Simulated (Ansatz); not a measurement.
# KBr (NiAs type): from bands to localised orbitals

Aim: build maximally localised Wannier functions for KBr (NiAs type) from several sets of trial orbitals, and check spreads and centres, and how well the models interpolate the bands. The runs, in order: PBE, anion s p, 6×6×2; PBE, anion s p, 6×6×4; PBE, anion p, 6×6×2; PBE, cation s and anion p, disentangled, 6×6×2; r2SCAN, anion s p, 6×6×2; r2SCAN, anion p, 6×6×2; r2SCAN, cation s and anion p, disentangled, 6×6×2; HSE06, anion s p, 6×6×2 (level, trial orbitals, Wannier mesh).

Method: plane waves, PAW, in Ansatz 0.2.0.

1 further run of the same task is left out (it didn't finish).

## (1) Starting point

Symmetry: P6_3/mmc, No. 194, hexagonal system. The conventional cell has a = 4.559 Å, b = 4.559 Å, c = 8.020 Å, α = 90.00°, β = 90.00°, γ = 120.00°. K (site symmetry -3m) has 6 Br at 3.31 Å as nearest neighbours. Br (site symmetry -6m2) is surrounded by 6 K at 3.31 Å.

Structure file:

```
CELL_PARAMETERS angstrom
4.55930 0.00000 0.00000
-2.27965 3.94847 0.00000
0.00000 0.00000 8.02006
ATOMIC_POSITIONS crystal
K 0.00000 0.00000 0.00000
K 0.00000 0.00000 0.50000
Br 0.33333 0.66667 0.25000
Br 0.66667 0.33333 0.75000
```

The cell was relaxed beforehand with r2SCAN; those runs aren't shown.

## (2) PBE, anion s p, 6×6×2

input.yaml

```yaml
crystal:
  lattice:
    - [4.5592982261, 0.0, 0.0]
    - [-2.279649113, 3.9484680873, 0.0]
    - [0.0, 0.0, 8.020064605]
  atoms:
    - { symbol: K, position: [0.0, 0.0, 0.0] }
    - { symbol: K, position: [0.0, 0.0, 0.5] }
    - { symbol: Br, position: [0.3333333333, 0.6666666667, 0.25] }
    - { symbol: Br, position: [0.6666666667, 0.3333333333, 0.75] }
kpoints:
  mp_grid: { grid: [6, 6, 4] }
  band_path:
    path:
      - [[0.0, 0.0, 0.0], [0.5, -3.715414599322e-18, 0.0], [0.3333333333333, 0.3333333333333, 0.0], [0.0, 0.0, 0.0], [0.0, 0.0, 0.5], [0.5, -3.715414599322e-18, 0.5], [0.3333333333333, 0.3333333333333, 0.5], [0.0, 0.0, 0.5]]
      - [[0.5, -3.715414599322e-18, 0.5], [0.5, -3.715414599322e-18, 0.0]]
      - [[0.3333333333333, 0.3333333333333, 0.5], [0.3333333333333, 0.3333333333333, 0.0]]
    npoints: 10
hamiltonian:
  xc: pbe
scf:
  occupations: { method: fixed }
  n_extra_bands: 6
output:
  forces: false
  stress: false
  eigenvalues: true
  wannier:
    kmesh: [6, 6, 2]
    projections: [{ species: Br, l: s, shell: 4 }, { species: Br, l: p, shell: 4 }]
    minimise: true
    write_hr: true
    conv_tol: 1.0e-08
    max_iter: 3000
```

The run is started by

```
ansatz run input.yaml --threads 4 --pin off --max-ram 3686MiB --backend cpu --events-out ev --progress --plain --runs-dir out
```

Further steps of the session: PBE, anion s p, 6×6×4; PBE, anion p, 6×6×2; PBE, cation s and anion p, disentangled, 6×6×2; r2SCAN, anion s p, 6×6×2; r2SCAN, anion p, 6×6×2; r2SCAN, cation s and anion p, disentangled, 6×6×2; HSE06, anion s p, 6×6×2.

**Question.** What will the summary of the whole plan be? Wanted: total spread, PBE, anion s p, 6×6×2; total spread, PBE, anion s p, 6×6×4; total spread, PBE, anion p, 6×6×2; total spread, PBE, cation s and anion p, disentangled, 6×6×2; total spread, r2SCAN, anion s p, 6×6×2; total spread, r2SCAN, anion p, 6×6×2; total spread, r2SCAN, cation s and anion p, disentangled, 6×6×2; total spread, HSE06, anion s p, 6×6×2; centres of the first set.

**Answer**, as computed:

| quantity | value |
| --- | --- |
| total spread, PBE, anion s p, 6×6×2 | 13.79 Å² over 8 functions |
| total spread, PBE, anion s p, 6×6×4 | 14.05 Å² over 8 functions |
| total spread, PBE, anion p, 6×6×2 | 10.57 Å² over 6 functions |
| total spread, PBE, cation s and anion p, disentangled, 6×6×2 | 17.26 Å² over 8 functions |
| total spread, r2SCAN, anion s p, 6×6×2 | 13.13 Å² over 8 functions |
| total spread, r2SCAN, anion p, 6×6×2 | 10.38 Å² over 6 functions |
| total spread, r2SCAN, cation s and anion p, disentangled, 6×6×2 | 17.36 Å² over 8 functions |
| total spread, HSE06, anion s p, 6×6×2 | 13.12 Å² over 8 functions |
| centres of the first set | 0.42 to 0.44 Å from the nearest atom |

In words: With PBE, anion s p, 6×6×2 the 8 functions move off the atoms, with a mean spread of 1.72 Å²; 90 % of the total is gauge invariant. On one set and mesh the functional gives 13.79 (PBE), 13.13 (r2SCAN), 13.12 (HSE06) Å². The disentangled models miss some band by up to 0.9 eV, which may lie outside their frozen windows.
